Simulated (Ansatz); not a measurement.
# SCF questions for Co

We look at Co: an experimental structure (space group Fm-3m), with 1 atom per cell. Source: COD entry 9012949; the sample's temperature and pressure aren't taken into account, and it need not be the stable phase.

```xyz
1
Lattice="0.0000 1.7720 1.7720 1.7720 0.0000 1.7720 1.7720 1.7720 0.0000" Properties=species:S:1:pos:R:3 pbc="T T T"
Co    0.0000    0.0000    0.0000
```

Atoms are numbered from 1 in the order listed.

Method: DFT, r2SCAN, PAW, plane waves, scalar-relativistic in Ansatz.

```
Plane-wave cutoff : 500 eV
k-point mesh      : 13×13×13 (Γ-centred)
Occupations       : Fermi–Dirac smearing, 0.1 eV
Valence electrons : 17
Spin              : collinear, starting moments Co1 3.00 μB
```

The total moment includes the space between the atomic spheres.

The starting density is a sum of atomic densities. β is the mixing step of the charge; the magnetisation has a step of its own, which the program sets unless it is named.

r2SCAN tends to overstate moments and magnetic energies in itinerant metals. With one magnetic atom in the cell its copies can only be parallel; orders in a larger cell may lie lower. Only one magnetic start was run, with no search, so the state need not be the lowest.

Default run: converged in 15 iterations, spin-polarised, site moments Co1 1.98 μB, total 1.87 μB per cell, no gap on the k-mesh. The search for lower states is off, and runs that name a mixer don't switch to direct minimisation.

(1) What happens with one k-point (Gamma), no switch to direct minimisation (limit 60 iterations)?

(2) Change to Fermi–Dirac width 0.003 eV, no switch to direct minimisation (limit 60 iterations). Does it converge, and to what?

(3) Outcome with MSR1 mixing, preconditioner none (limit 60 iterations)?

(4) Rank these settings by the iterations they needed, fewest first.
A. Broyden, β 0.9, history 3, no preconditioner
B. direct minimisation
C. default SCF settings
D. MSR1 mixing, preconditioner none

## Answers

(1) Converged in 10 iterations: free energy shifted by -10421 meV/atom, pressure -12.9 GPa against -4.9, moments Co1 2.93 μB against Co1 1.98.

(2) Converged in 15 iterations: free energy shifted by +9.3 meV/atom, zero-width estimate shifted by -1.5 meV/atom, pressure -4.6 GPa against -4.9.

(3) Converged in 10 iterations: the same free energy.

(4) B (9), D (10), C (15), A (23).
